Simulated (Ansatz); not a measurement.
Crystal: Nd.

```
Nd
1.0
     3.65700    0.00000    0.00000
    -1.82850    3.16705    0.00000
     0.00000    0.00000    5.90200
Nd
2
Direct
  0.66667 0.33333 0.75000
  0.33333 0.66667 0.25000
```

This isn't the form of Nd at room conditions, which is double hcp.

Alike in all runs: program Ansatz 0.2.0; functional PBEsol; potentials or basis Ansatz PAW; cutoff 420 eV (not typed: the program's choice for these potentials); k mesh 7 × 7 × 4; occupations fermi-dirac, width 0.05 eV.

Starts and where they ended:

| start | free energy over the lowest (meV/atom) | net moment (μB) | site or absolute moments (μB) | gap |
| --- | --- | --- | --- | --- |
| non-collinear spin, random start of up to 2.64 μB | 22.8 | 8.21 | absolute 8.21 | none (metal or under the smearing width) |
| collinear spin, random start of up to 2.64 μB | 0.0 | 8.12 | Nd +3.74 | none (metal or under the smearing width) |
| collinear spin, ferrimagnetic start of up to 3 μB | 60.2 | 0.00 | Nd +3.55, -3.55 | none (metal or under the smearing width) |
| no spin polarisation | 1584.1 | - | - | none (metal or under the smearing width) |
| collinear spin, antiferromagnetic start of up to 3 μB | 60.3 | 0.00 | Nd +3.55, -3.55 | none (metal or under the smearing width) |
| non-collinear spin, antiferromagnetic start of up to 3 μB | 22.8 | 8.21 | absolute 8.21 | none (metal or under the smearing width) |
| collinear spin, ferromagnetic start of up to 3 μB | 0.0 | 8.12 | Nd +3.74 | none (metal or under the smearing width) |

The spin-polarised runs without a constraint all converged, yet they end up to 60 meV/atom apart: a converged run can sit in a state that isn't the lowest. Allowing spin polarisation gains 1584 meV/atom. A still lower state may exist.

Caveats: the magnetic or orbital state may not be the lowest (some runs); spin-orbit coupling is left out, which moves the levels of the heavy elements (some runs); the starting moments weren't kept (some runs).
